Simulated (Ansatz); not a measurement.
InSe (space group C2/m) relaxed with several functionals in Ansatz (plane waves to 420 eV, scalar-relativistic PAW, no spin-orbit coupling, symmetry kept). The database cell has 26.07 Å³/atom; its temperature or method isn't stated, so the comparison with it is no error of the functional. No moments.

```csv
functional,conventional cell,V (Å³/atom),against the database cell (%),gap on mesh (eV),largest moment (μB)
PBE+D3(BJ),"a = 11.893 Å, b = 4.139 Å, c = 4.497 Å, α = 90.00°, β = 110.79°, γ = 90.00°",25.86,-0.8,0.56,0.00
LDA,"a = 11.679 Å, b = 4.084 Å, c = 4.423 Å, α = 90.00°, β = 110.65°, γ = 90.00°",24.68,-5.3,0.52,0.00
```

This form isn't the usual stable structure of the compound.